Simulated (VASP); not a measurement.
Input of a VASP 6.6.1 run:

Contents of INCAR:

```
ALGO = Normal ; EDIFF = 1E-6
ENCUT = 520 ; GGA = PS
ISIF = 2 ; ISMEAR = 0
LASPH = T ; LCHARG = F
LREAL = F ; LWAVE = F
NELM = 60 ; PREC = Accurate
SIGMA = 0.02
```

KPOINTS

```
k-points
0
Gamma
  10 10 10
```

File POSCAR:

```
GaN
1.0
    0.0000000000      2.2535006100      2.2535006100
    2.2535006100      0.0000000000      2.2535006100
    2.2535006100      2.2535006100      0.0000000000
Ga N
1 1
Direct
    0.0000000000      0.0000000000      0.0000000000
    0.2500000000      0.2500000000      0.2500000000
```

Potentials or basis: VASP PAW PBE potentials, release 64 (Ga_d, N).

Run with:

```console
$ cat potpaw_PBE.64/Ga_d/POTCAR potpaw_PBE.64/N/POTCAR > POTCAR
$ mpirun -np 1 vasp_std > vasp.out
```

(1) Predict the band gap on the k mesh.

(2) Predict the pressure.

Results:

(1) 1.68 eV, direct.

(2) -1.3 GPa.

Caveat: the PAW data sets were made with another functional, which shifts forces and pressure a little.

**Experimental background.**

From a printed reference work, textbook, for a bulk crystal of GaN at 0 K: band gap 3.299 eV (direct).

Against the measured gap of GaN, 3.299 eV (direct; 0 K; a printed reference work, textbook), the calculated 1.68 eV is off by -1.62 eV. Spin-orbit coupling on Ga is left out. The value is that of PBEsol, without temperature or zero-point motion. Semilocal functionals fall short of measured gaps as a rule. The cell is a database's relaxed one, not the measured one, which moves gaps too.
